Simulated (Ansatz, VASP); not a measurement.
**Si: VASP beside Ansatz**

```
Si
1.0
     2.79911    0.00000    0.00000
    -1.39956    2.42410    0.00000
     0.00000    0.00000    5.27387
Si
2
Direct
  0.33333 0.66667 0.25000
  0.66667 0.33333 0.75000
```

Alike in both runs: task single point; functional BLYP; k mesh 15 × 15 × 7; occupations fermi-dirac, width 0.1 eV; no spin polarisation.

```csv
,VASP,Ansatz
version,VASP 6.6.1,Ansatz 0.2.0
potentials or method,"VASP PAW PBE potentials, release 64 (Si)","plane waves (420 eV) with PAW, scalar-relativistic"
plane-wave cutoff (eV),520,420
valence electrons in the cell,8,8
```

Ansatz gave:

```
pressure (GPa)                                  : -3.5
largest component of the traceless stress (GPa) : 0.70
```

Task: Estimate VASP's values.

Result: Pressure (GPa): -3.2; largest component of the traceless stress (GPa): 0.78.

Caveats: the PAW data sets were made with another functional, which shifts forces and pressure a little (VASP).
